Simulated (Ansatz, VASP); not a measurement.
## One calculation of Bi, two programs

```
CELL_PARAMETERS angstrom
3.49683 -3.11664 -0.01038
3.49683 3.11664 -0.01038
-1.27248 0.00000 3.13341
ATOMIC_POSITIONS crystal
Bi 0.24437 0.24437 0.14314
Bi 0.75563 0.75563 0.85686
```

Alike in both runs: functional PBE; k mesh 12 × 12 × 18; occupations gaussian, width 0.1 eV; no spin polarisation.

Ansatz relaxed the structure, and its values are those at the end. VASP's run is a single point on that final structure, the one shown.

```csv
,VASP,Ansatz
version,VASP 6.6.1,Ansatz 0.2.0
potentials or method,"VASP PAW PBE potentials, release 64 (Bi_d)","scalar-relativistic, plane waves, PAW"
plane-wave cutoff (eV),520,420
valence electrons in the cell,30,30
```

VASP gave:

| Item | Value |
| --- | --- |
| gap on the k mesh at the Fermi level (eV) | none |
| pressure (GPa) | -0.1 |

Task: Estimate Ansatz's values.

Result: gap on the k mesh at the Fermi level (eV): none; pressure (GPa): 0.0.

A gap of «none» marks a metal or a gap that the smearing closes.

Caveats: spin-orbit coupling is left out, which moves the levels of the heavy elements.
